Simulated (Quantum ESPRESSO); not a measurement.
Sn:

```
Sn
1.0
     0.00000    3.23334    3.23334
     3.23334    0.00000    3.23334
     3.23334    3.23334    0.00000
Sn
2
Direct
  0.75000 0.75000 0.75000
  0.50000 0.50000 0.50000
```

This isn't the form of Sn at room conditions, which is tetragonal (white tin).

Base run:

| Property | Result |
| --- | --- |
| Program | Quantum ESPRESSO 7.5 |
| Functional | BEEF-vdW |
| Potentials or basis | PseudoDojo 0.4.1 SR PBE standard |
| Cutoff | 980 eV |
| Density cutoff | 3918 eV |
| k mesh | 7 × 7 × 7 |
| Occupations | fermi-dirac, width 0.05 eV |
| Spin | no spin polarisation |

Its results: band gap on the k mesh none (metal or under the smearing width); pressure 4.8 GPa.

**Question.** After a change of settings the same cell gave: band gap on the k mesh none (metal or under the smearing width); pressure 7.9 GPa. Which change was it?
A. functional from BEEF-vdW to vdW-DF
B. functional from BEEF-vdW to vdW-DF2
C. functional from BEEF-vdW to PBE; k mesh from 7 × 7 × 7 to 5 × 5 × 5
D. functional from BEEF-vdW to RPBE; potentials or basis from PseudoDojo 0.4.1 SR PBE standard to SG15 PBE 1.2; cutoff from 980 eV to 952 eV; density cutoff from 3918 eV to 3810 eV

**Answer.** B.

Caveats: the potentials were made for another functional, which shifts forces and pressure.

Not every run made on this cell is shown here.
